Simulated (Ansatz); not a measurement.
# C (C2/m) in Ansatz: a series of runs

Aim: see how the results for C move with the level of theory and the settings. Levels: HSE06, PBE0. Tasks: band structure, single point, equation of state.

Program: Ansatz 0.2.0. These are calculated values, not measurements. Logs are shortened: lines on timing, memory, paths and dates and some standing lists are left out, and cuts for length are marked.

**1. The structure**

Symmetry: C2/m, No. 12, monoclinic system. Conventional cell: a = 4.255 Å, b = 2.457 Å, c = 3.765 Å, α = 90.00°, β = 111.49°, γ = 90.00°. C (site symmetry m) has 3 C at 1.42 Å as nearest neighbours.

This is a stacking variant of graphite.

**2. Band structure, HSE06**

Contents of input:

```
crystal:
  lattice:
    - [2.1273203072, -1.22828244, 0.0]
    - [2.1273203072, 1.22828244, 0.0]
    - [-1.3790696309, 0.0, 3.5028300786]
  atoms:
    - { symbol: C, position: [0.16664447, 0.16664447, 0.99990696] }
    - { symbol: C, position: [0.83335553, 0.83335553, 9.304e-05] }
hamiltonian:
  xc: hse06
  pseudopotentials: { kind: paw }
kpoints:
  mp_grid: { grid: [8, 8, 6] }
  band_path:
    path:
      - [[0.0, 0.0, 0.0], [0.5, 0.5, -1.0], [0.4123194886, 0.4123194886, -1.119026649], [0.5, 0.5, -0.5], [0.6935932999, 0.3064067001, -0.5]]
      - [[0.3064067001, -0.3064067001, 0.5], [0.0, 0.0, 0.5], [0.5876805114, 0.5876805114, 0.119026649]]
      - [[0.5, 0.5, -1.0], [0.6104897536, 0.3895102464, -1.0]]
      - [[0.3895102464, -0.3895102464, 0.0], [0.0, 0.0, 0.0], [0.5, 0.0, -0.5]]
      - [[0.5, 0.0, 0.0], [0.0, 0.0, 0.0]]
    npoints: 4
scf:
  occupations: { method: fermi_dirac, width: 0.05 }
  n_extra_bands: 6
output:
  forces: true
  stress: true
  eigenvalues: true
  fatbands: false
```

Potentials or basis: Ansatz PAW.

What it wrote:

```text
Warning: output.stress: scf.convergence.dr2_threshold = 1e-7 eV (the SCF's general default) is looser than the 2e-10 eV advised for a printed stress (1e-10 eV for each atom of the cell: 2). What an SCF threshold leaves in a stress goes as its square root, and in the free energy as the threshold itself, and one threshold admits the most on a small cell: of the crystals measured, under no hybrid functional and no lock of the moments, on runs that ended without the residual-converged pass, on stresses that held no estimate of that error, the worst erred by over 100 MPa in a component at 1e-7 eV an atom and by under 5 at 1e-10. Set scf.convergence.dr2_threshold to 2e-10 eV or tighter. The threshold is an SCF's pass mark: one that does not reach it within its budget of iterations ends unconverged, or closes short of it on a stop that the run arms, and scf.convergence.dr2_threshold's page says what that costs each kind of run
Warning: output.stress: scf.exx.energy_threshold = 1e-6 eV is looser than the 2e-8 eV advised for a stress under a hybrid functional (1e-8 eV for each atom of the cell: 2). Every SCF of the exchange loop can meet its threshold on dr2 while the loop round them stops early: no threshold on dr2 bounds what that leaves in the stress. Set scf.exx.energy_threshold to 2e-8 eV or tighter. The threshold is the loop's pass mark: a loop that does not reach it within its budget of cycles ends unconverged, and scf.exx.energy_threshold's page has the law
scf.n_extra_bands = 6 over 4 filled bands (N_el = 8.0): the run solves 10 bands
GPUs: using 1 of 1 available (devices: 1).
Engine: ansatz 0.2.0, x86_64-unknown-linux-gnu
Pseudopotentials: kind: paw
Pseudopotential: C, paw, valence charge 4, recommended cutoff 420 eV (normal), C.paw.azcp
Functional definition: HSE06
  parameter a = 0.25
  parameter omega = 0.11/bohr
  exchange = pbe_x - a*pbe_x_sr(omega) + a*exact_x_sr(omega)
  correlation = pbe_c
device memory: the entry about to start is reckoned to put 0.6 GiB on a device that reports 74.5 GiB free (of which the cap on the GPU budget leaves the run 18.0 GiB)
GPU FFT provider: cuFFT
GPU libraries: cuBLAS 13.8.2, cuFFT 12.4.0, cuSOLVER 12.3.4
Crystal: 2 atoms, lattice volume = 18.305 Å³
Basis set: ecut = 420 eV, 359 PW (Γ), exchange–correlation on 36×36×54 points (8 copies of the dense FFT grid, shifted against one another)
Bands: 10, of which v1, the nominal top of the filled ones, is band 4 counted from 1 (3 counted from 0)
Symmetry: 4 space group operations
Space group: C2/m (ITA 12), of the structure as read, at distance tolerance 2.6e-5 Å
k-points: 114 of 384
Non-local potential: C, projectors of the file, l = 0: 2, l = 1: 2, l = 2: 1
PAW form: soft (Blöchl's): semilocal exchange-correlation on the pseudo side does not see the compensation charge
PAW frozen core: C, regenerated for the run's functional, and the local potential with it (the file was generated under x = pbe(κ = 0.804, μ = 0.2195149727645171), c = pbe(β = 0.06672455060314922))
PAW one-centre angular grid: C, 110 points (default); XC on 64 Gauss nodes
Initial density: superposition of atomic densities (neutral atoms: chi_scale 0, normalization atom), corrected by the library's trained network
Initial wavefunctions: pseudopotential atomic-orbital guess
GPU buffer pool allocated for 8748 grid points (all kernels)
GPU transforms: local potential and band sums: pruned to the plane-wave sphere, on 18×18×25
Functional: x = pbe(κ = 0.804, μ = 0.2195149727645171), c = pbe(β = 0.06672455060314922), warm-up for x = pbe(κ = 0.804, μ = 0.2195149727645171) + 0.25 (exact − pbe) at short range (hse, ω = 0.20786987370883472 Å⁻¹), c = pbe(β = 0.06672455060314922); HSE06 as pw.x's `hse` composes it (authors' and Libxc's form: `xc: wpbeh`)
SCF iter   1: F=—  HF=-501.868130 eV  |F-HF|=—  |Δ(HF+E_count)|=         —  Δρ=2.66e-3  dr2=1.40e-3  ethr=1.77e-3  ⟨swp⟩=7.1  Hψ=5541  notcnv=0
preconditioner: auto → none  [insulator: Δε(μ)=1.653 eV  Ē_g=21.193 eV  σ=0.050 eV  W_gap=1.00  n_scr=2 (ndim 8)  ℏωp=24.5 eV  f_vac=0.025  D(μ)=0.00/eV (n_scr^D=0)]
iter 2 solved again at ethr=1.38e-6 eV; its pass at ethr=1.75e-5 eV (dr2=1.10e-4 eV) is discarded
SCF iter   2: F=-501.868068 eV  HF=-501.867976 eV  |F-HF|=9.14e-5  |Δ(HF+E_count)|=   1.54e-4  Δρ=1.02e-3  dr2=1.11e-4  ethr=1.38e-6  ⟨swp⟩=2.1  Hψ=3944  notcnv=0
SCF 1 stopped early in 2 iterations: F = -501.868068 eV  dr2 = 1.11e-4
device memory: the entry about to start is reckoned to put 1.2 GiB on a device that reports 74.3 GiB free (of which the cap on the GPU budget leaves the run 18.0 GiB)
GPU FFT provider: cuFFT
GPU libraries: cuBLAS 13.8.2, cuFFT 12.4.0, cuSOLVER 12.3.4
Initial density: handed on by an earlier stage of this run
Initial wavefunctions: those handed on with the density
GPU buffer pool allocated for 8748 grid points (all kernels)
GPU transforms: local potential and band sums: pruned to the plane-wave sphere, on 18×18×25
Functional: x = pbe(κ = 0.804, μ = 0.2195149727645171) + 0.25 (exact − pbe) at short range (hse, ω = 0.20786987370883472 Å⁻¹), c = pbe(β = 0.06672455060314922); HSE06 as pw.x's `hse` composes it (authors' and Libxc's form: `xc: wpbeh`)
Exchange kernel: α = 0.2500, screened, ω = 0.2079 Å⁻¹, Wigner–Seitz truncation, v(0) = 1044.9461 eV·Å³, q-mesh 8×8×6, nearest image of the exchange supercell L = 19.65 Å, pair-density grid 12×12×18, without the augmentation charges, whose exchange is taken in its separable form by FFT convolution over the k-point mesh (sized by the pseudopotential files, 15×15×24 at the most), smooth part of the exact exchange by density-matrix convolution in up to 1.31 GiB of GPU memory as planned if the GPU has room (build and FFT work areas not counted)
Frozen-core exchange: fock
SCF iter   1: F=—  HF=-501.884383 eV  |F-HF|=—  |Δ(HF+E_count)|=         —  Δρ=8.36e-3  dr2=5.95e-3  ethr=1.38e-5  ⟨swp⟩=5.8  Hψ=5073  notcnv=0
preconditioner: auto → none  [insulator: Δε(μ)=2.036 eV  Ē_g=23.533 eV  σ=0.050 eV  W_gap=1.00  n_scr=2 (ndim 8)  ℏωp=24.5 eV  f_vac=0.027  D(μ)=0.00/eV (n_scr^D=0)]
SCF iter   2: F=—  HF=-501.882171 eV  |F-HF|=—  |Δ(HF+E_count)|=   2.21e-3  Δρ=3.41e-3  dr2=7.67e-4  ethr=1.38e-5  ⟨swp⟩=3.3  Hψ=2987  notcnv=0  defer=2
SCF iter   3: F=—  HF=-501.883535 eV  |F-HF|=—  |Δ(HF+E_count)|=   1.36e-3  Δρ=9.16e-4  dr2=5.38e-5  ethr=8.56e-6  ⟨swp⟩=3.1  Hψ=1832  notcnv=0  defer=9
SCF iter   4: F=—  HF=-501.883515 eV  |F-HF|=—  |Δ(HF+E_count)|=   2.01e-5  Δρ=1.45e-4  dr2=1.98e-6  ethr=6.47e-7  ⟨swp⟩=2.4  Hψ=1685  notcnv=0
SCF iter   5: F=-501.883523 eV  HF=-501.883523 eV  |F-HF|=1.19e-7  |Δ(HF+E_count)|=   8.07e-6  Δρ=4.88e-5  dr2=2.44e-7  ethr=1.37e-8  ⟨swp⟩=4.1  Hψ=3435  notcnv=0  defer=8
SCF 2 stopped early in 5 iterations: F = -501.883523 eV  dr2 = 2.44e-7
  Residual-converged pass: ⟨swp⟩=3.0  Hψ=1867  notcnv=0  max |occ|·‖R‖ = 6.6e-6 eV (tolerance 6.7e-6 eV)  dr2=2.44e-7  dr2_onsite=2.77e-9  max |Δocc| = 1.3e-17
hybrid outer 1: dexx = +1.706e-3 eV, tail = 8.58e-6 eV
GPU FFT provider: cuFFT
GPU libraries: cuBLAS 13.8.2, cuFFT 12.4.0, cuSOLVER 12.3.4
GPU buffer pool allocated for 8748 grid points (all kernels)
GPU transforms: local potential and band sums: pruned to the plane-wave sphere, on 18×18×25
Exchange kernel: α = 0.2500, screened, ω = 0.2079 Å⁻¹, Wigner–Seitz truncation, v(0) = 1044.9461 eV·Å³, q-mesh 8×8×6, nearest image of the exchange supercell L = 19.65 Å, pair-density grid 12×12×18, without the augmentation charges, whose exchange is taken in its separable form by FFT convolution over the k-point mesh (sized by the pseudopotential files, 15×15×24 at the most), smooth part of the exact exchange by density-matrix convolution in up to 1.31 GiB of GPU memory as planned if the GPU has room (build and FFT work areas not counted)
Frozen-core exchange: fock
SCF iter   1: F=—  HF=-501.883596 eV  |F-HF|=—  |Δ(HF+E_count)|=         —  Δρ=6.11e-5  dr2=3.35e-7  ethr=5.36e-7  ⟨swp⟩=3.7  Hψ=2705  notcnv=0
preconditioner: auto → none  [insulator: Δε(μ)=2.039 eV  Ē_g=23.562 eV  σ=0.050 eV  W_gap=1.00  n_scr=2 (ndim 8)  ℏωp=24.5 eV  f_vac=0.027  D(μ)=0.00/eV (n_scr^D=0)]
SCF iter   2: F=—  HF=-501.883596 eV  |F-HF|=—  |Δ(HF+E_count)|=   7.67e-8  Δρ=1.36e-5  dr2=1.30e-8  ethr=3.38e-9  ⟨swp⟩=3.0  Hψ=1888  notcnv=0
SCF iter   3: F=—  HF=-501.883596 eV  |F-HF|=—  |Δ(HF+E_count)|=   6.77e-8  Δρ=5.00e-6  dr2=2.55e-9  ethr=8.15e-11  ⟨swp⟩=4.1  Hψ=2681  notcnv=0  defer=15
SCF iter   4: F=-501.883596 eV  HF=-501.883596 eV  |F-HF|=3.87e-12  |Δ(HF+E_count)|=   1.03e-9  Δρ=6.21e-7  dr2=7.34e-11  ethr=2.93e-11  ⟨swp⟩=3.0  Hψ=2412  notcnv=0  defer=2
SCF 3 converged in 4 iterations: F = -501.883596 eV  dr2 = 7.34e-11
  Residual-converged pass: ⟨swp⟩=3.0  Hψ=2005  notcnv=0  max |occ|·‖R‖ = 4.4e-7 eV (tolerance 4.4e-7 eV)  dr2=7.29e-11  dr2_onsite=1.72e-12  max |Δocc| = 4.3e-20
hybrid outer 2: dexx = +1.222e-7 eV, tail = 3.64e-9 eV, Δε = 2.48e-3 eV (about 5.18e-5 eV left of the loop's levels), ΔF = 1.14e-4 eV/Å (tail 3.39e-5)
device memory: the entry about to start is reckoned to put 0.3 GiB on a device that reports 74.1 GiB free (of which the cap on the GPU budget leaves the run 18.0 GiB)
NSCF: frozen V_eff on 45 k-points, pencils in batches of 32, up to order 48
hybrid SCF converged: 2 outer / 9 inner (+2 warm-up), last move |dexx| = 1.22e-7 eV, tail = 3.64e-9 eV
Stability not checked: this state was not tested for a lower state beside it, because the functional holds exact exchange (a hybrid, or Hartree-Fock), whose exchange loop this test does not read (fock_operator; see scf.lower_state_search)
Free energy (F): -501.883596 eV
Frozen-core exchange: fock
Harris-Foulkes:  -501.883596 eV  (|F-HF|=3.87e-12)
Internal energy: -501.883596 eV  (E = F + TS)
E sigma→0 (E₀):  -501.883596 eV
Fermi energy:    6.627325 eV
--- Per-component energies (eV) ---
  E_band       = -32.647963
  E_kinetic    = 181.732849
  E_local      = -328.178172  (includes V_loc(G=0)·N_el)
  E_nonlocal   = 53.732357
  E_hartree    = 101.936110
  E_xc         = -77.773241
  E_vxc        = -95.340440  (∫ρ·V_xc dr)
  E_exx        = -18.002912  (= α·E_x^exact, valence–valence)
  E_paw        = -198.901475  (= ΣΔE_a)
  E_vpaw       = -12.460897  (= ΣTr[D̂ρ^β])
  E_aug_tail   = 0.000015  (compensation charges beyond the density's cutoff)
  E_ewald      = -216.394690
  E_core_change = -0.034436  (= ΣΔE_core)
  E_smearing   = -0.000000  (= −TS)
  E_closure    = 0.000000  (closes the sum)
  Σ components = -501.883596   (vs F -501.883596, Δ=5.68e-14)
--- Forces (eV/Å), atoms counted from 1 ---
  atom   1  C     -0.00568229     0.00000000     0.00624977
  atom   2  C      0.00568229    -0.00000000    -0.00624977
  max |Σ_I F_I| component: 8.67e-19 eV/Å
--- Stress (GPa, compression-positive) ---
       -3.625138      -0.000000      -0.035719
       -0.000000      -3.652551       0.000000
       -0.035718       0.000000       1.658104
  P = ⅓ Tr σ = -1.8732 GPa (-18.732 kbar)
--- Band table (eV; the first three rows and the last of 114) ---
  k-point 0: bands = ["-15.6943", "-1.4720", "2.5591", "2.5629", "10.8005", "15.9111", "15.9136", "19.6892", "20.6564", "30.3075"]
  k-point 1: bands = ["-15.6403", "-1.9574", "2.5563", "2.5596", "11.9804", "15.9029", "15.9033", "19.7259", "20.6206", "30.1688"]
  k-point 2: bands = ["-15.5283", "-2.8019", "2.5514", "2.5534", "14.7518", "15.8828", "15.8866", "19.8135", "20.5399", "26.2722"]
  k-point 113: bands = ["-9.8864", "-8.6549", "-1.1307", "3.9337", "8.9120", "14.9892", "18.9675", "19.4836", "25.6987", "27.7701"]
```

Wall time 27 s (1 × NVIDIA H100 80GB HBM3 with 2 threads of AMD EPYC 7R13 (Zen 3), shared host); peak memory 1.6 GiB.

What came out:

```yaml
Free_energy: -501.8836 eV
Pressure: -1.9 GPa
Largest_force: 0.008 eV/Å
Band_gap_along_the_path: 0.88 eV, direct
```

Forces on the atoms (eV/Å):
```
C   -0.006  0.000  0.006
C    0.006  0.000 -0.006
```

Stress tensor (GPa, compression positive):
```
-3.63  0.00 -0.04
 0.00 -3.65  0.00
-0.04  0.00  1.66
```

Levels at the corners of the path, in eV from the valence-band top:
```tsv
point	band 1	band 2	band 3	band 4	band 5	band 6	band 7	band 8	band 9
Γ	-21.85	-7.62	-3.59	-3.59	4.65	9.76	9.76	13.54	14.50
Y	-15.96	-14.75	-7.32	-2.78	2.17	8.53	14.19	15.54	20.82
F	-17.50	-12.97	-7.11	-3.23	3.43	8.70	10.65	17.14	20.73
L	-16.04	-14.81	-7.28	-2.22	2.76	8.84	12.82	13.33	19.55
I	-14.89	-13.52	-11.51	-1.02	1.66	11.54	14.59	14.96	18.56
I1	-14.89	-13.52	-11.51	-1.02	1.66	11.54	14.59	14.96	18.56
Z	-21.62	-9.33	-3.60	-3.60	9.72	9.73	10.64	13.71	14.34
F1	-17.50	-12.97	-7.11	-3.23	3.43	8.70	10.65	17.14	20.73
Y	-15.96	-14.75	-7.32	-2.78	2.17	8.53	14.19	15.54	20.82
X1	-15.14	-14.06	-10.39	-1.48	1.82	12.25	12.59	16.23	17.78
X	-15.14	-14.06	-10.39	-1.48	1.82	12.25	12.59	16.23	17.78
Γ	-21.85	-7.62	-3.59	-3.59	4.65	9.76	9.76	13.54	14.50
N	-15.96	-14.75	-7.32	-2.82	2.12	8.53	14.29	15.77	20.86
M	-16.04	-14.81	-7.28	-2.17	2.82	8.84	12.71	13.18	19.50
Γ	-21.85	-7.62	-3.59	-3.59	4.65	9.76	9.76	13.54	14.50
```

Caveat: the pressure holds a Pulay correction of +0.4 GPa for the finite cutoff; this functional lacks dispersion, which binds the layers, so the pressure and a relaxed spacing across them are unreliable; the PAW data sets come from PBE, with cores solved anew for the run's functional, which leaves a small shift of forces and pressure; the thresholds are loose for stress.

**3. Single point, HSE06, 8.60 Å³/atom (volume scaled by 0.94)**

Contents of input:

```
crystal:
  lattice:
    - [2.0838934217, -1.2032084158, 0.0]
    - [2.0838934217, 1.2032084158, 0.0]
    - [-1.3509174534, 0.0, 3.4313236862]
  atoms:
    - { symbol: C, position: [0.16664447, 0.16664447, 0.99990696] }
    - { symbol: C, position: [0.83335553, 0.83335553, 9.304e-05] }
hamiltonian:
  xc: hse06
  pseudopotentials: { kind: paw }
kpoints:
  mp_grid: { grid: [8, 8, 4] }
scf:
  occupations: { method: fermi_dirac, width: 0.05 }
output:
  forces: true
  stress: true
  eigenvalues: true
  write_density: true
  write_potential: true
  elf: true
  volumetric_format: npy
```

Potentials or basis: Ansatz PAW.

Wall time 8.2 s (1 × NVIDIA H100 80GB HBM3 with 2 threads of AMD EPYC 7R13 (Zen 3), shared host); peak memory 1.4 GiB.

The run converged. Its results:

* Free energy: -501.8342 eV
* Pressure: 17.1 GPa
* Largest force: 0.007 eV/Å
* Band gap on the k mesh: 2.14 eV, direct

Caveat: the k mesh is coarse (spacing up to 0.46 Å⁻¹), so the values aren't converged, least of all with exact exchange; the pressure holds a Pulay correction of +0.4 GPa for the finite cutoff; this functional lacks dispersion, which binds the layers, so the pressure and a relaxed spacing across them are unreliable; the PAW data sets come from PBE, with cores solved anew for the run's functional, which leaves a small shift of forces and pressure; the thresholds are loose for stress.

**4. Single point, HSE06, 8.79 Å³/atom (volume scaled by 0.96)**

Contents of input:

```
crystal:
  lattice:
    - [2.098569211, -1.2116819937, 0.0]
    - [2.098569211, 1.2116819937, 0.0]
    - [-1.36043127, 0.0, 3.4554887337]
  atoms:
    - { symbol: C, position: [0.16664447, 0.16664447, 0.99990696] }
    - { symbol: C, position: [0.83335553, 0.83335553, 9.304e-05] }
hamiltonian:
  xc: hse06
  pseudopotentials: { kind: paw }
kpoints:
  mp_grid: { grid: [8, 8, 4] }
scf:
  occupations: { method: fermi_dirac, width: 0.05 }
output:
  forces: true
  stress: true
  eigenvalues: true
```

It took 7.4 s on 1 × NVIDIA H100 80GB HBM3 with 2 threads of AMD EPYC 7R13 (Zen 3), shared host; peak memory 1.4 GiB.

It converged, with:

```yaml
Free_energy: -501.8654 eV
Pressure: 10.2 GPa
Largest_force: 0.007 eV/Å
Band_gap_on_the_k_mesh: 2.12 eV, direct
```

Caveat: the k mesh is coarse (spacing up to 0.45 Å⁻¹), so the values aren't converged, least of all with exact exchange; the pressure holds a Pulay correction of +0.4 GPa for the finite cutoff; this functional lacks dispersion, which binds the layers, so the pressure and a relaxed spacing across them are unreliable; the PAW data sets come from PBE, with cores solved anew for the run's functional, which leaves a small shift of forces and pressure; the thresholds are loose for stress.

**5. Single point, HSE06, 8.97 Å³/atom (volume scaled by 0.98)**

Edit input of step 4 so:

```diff
@@ -2,5 +2,5 @@
   lattice:
-    - [2.098569211, -1.2116819937, 0.0]
-    - [2.098569211, 1.2116819937, 0.0]
-    - [-1.36043127, 0.0, 3.4554887337]
+    - [2.1130425595, -1.2200386853, 0.0]
+    - [2.1130425595, 1.2200386853, 0.0]
+    - [-1.3698138511, 0.0, 3.4793204435]
   atoms:
```

Run time: 9.3 s. Hardware: 1 × NVIDIA H100 80GB HBM3 with 2 threads of AMD EPYC 7R13 (Zen 3), shared host; peak memory 1.4 GiB.

Results (log left out):

| Item | Value |
| --- | --- |
| Free energy | -501.8814 eV |
| Pressure | 3.9 GPa |
| Largest force | 0.007 eV/Å |
| Band gap on the k mesh | 2.09 eV, direct |

Caveat: the k mesh is coarse (spacing up to 0.45 Å⁻¹), so the values aren't converged, least of all with exact exchange; the pressure holds a Pulay correction of +0.4 GPa for the finite cutoff; this functional lacks dispersion, which binds the layers, so the pressure and a relaxed spacing across them are unreliable; the PAW data sets come from PBE, with cores solved anew for the run's functional, which leaves a small shift of forces and pressure; the thresholds are loose for stress.

**6. Single point, HSE06, 9.15 Å³/atom**

Edit input of step 5 so:

```diff
@@ -2,5 +2,5 @@
   lattice:
-    - [2.1130425595, -1.2200386853, 0.0]
-    - [2.1130425595, 1.2200386853, 0.0]
-    - [-1.3698138511, 0.0, 3.4793204435]
+    - [2.1273203072, -1.22828244, 0.0]
+    - [2.1273203072, 1.22828244, 0.0]
+    - [-1.3790696309, 0.0, 3.5028300786]
   atoms:
```

Potentials or basis: Ansatz PAW.

Run time: 6.9 s. Hardware: 1 × NVIDIA H100 80GB HBM3 with 2 threads of AMD EPYC 7R13 (Zen 3), shared host; peak memory 1.4 GiB.

It converged, with:

| Property | Result |
| --- | --- |
| Free energy | -501.8837 eV |
| Pressure | -1.9 GPa |
| Largest force | 0.007 eV/Å |
| Band gap on the k mesh | 2.07 eV, direct |

Caveat: the k mesh is coarse (spacing up to 0.45 Å⁻¹), so the values aren't converged, least of all with exact exchange; the pressure holds a Pulay correction of +0.4 GPa for the finite cutoff; this functional lacks dispersion, which binds the layers, so the pressure and a relaxed spacing across them are unreliable; the PAW data sets come from PBE, with cores solved anew for the run's functional, which leaves a small shift of forces and pressure; the thresholds are loose for stress.

**7. Single point, HSE06, 9.34 Å³/atom (volume scaled by 1.02)**

Edit input of step 6 so:

```diff
@@ -2,5 +2,5 @@
   lattice:
-    - [2.1273203072, -1.22828244, 0.0]
-    - [2.1273203072, 1.22828244, 0.0]
-    - [-1.3790696309, 0.0, 3.5028300786]
+    - [2.1414089317, -1.2364169979, 0.0]
+    - [2.1414089317, 1.2364169979, 0.0]
+    - [-1.3882028085, 0.0, 3.5260283048]
   atoms:
```

Wall time 8 s (1 × NVIDIA H100 80GB HBM3 with 2 threads of AMD EPYC 7R13 (Zen 3), shared host); peak memory 1.4 GiB.

It converged, with:

* Free energy: -501.8732 eV
* Pressure: -7.2 GPa
* Largest force: 0.008 eV/Å
* Band gap on the k mesh: 2.04 eV, direct

Caveat: the k mesh is coarse (spacing up to 0.45 Å⁻¹), so the values aren't converged, least of all with exact exchange; the pressure holds a Pulay correction of +0.4 GPa for the finite cutoff; this functional lacks dispersion, which binds the layers, so the pressure and a relaxed spacing across them are unreliable; the PAW data sets come from PBE, with cores solved anew for the run's functional, which leaves a small shift of forces and pressure; the thresholds are loose for stress.

[end of part 1 of 2]
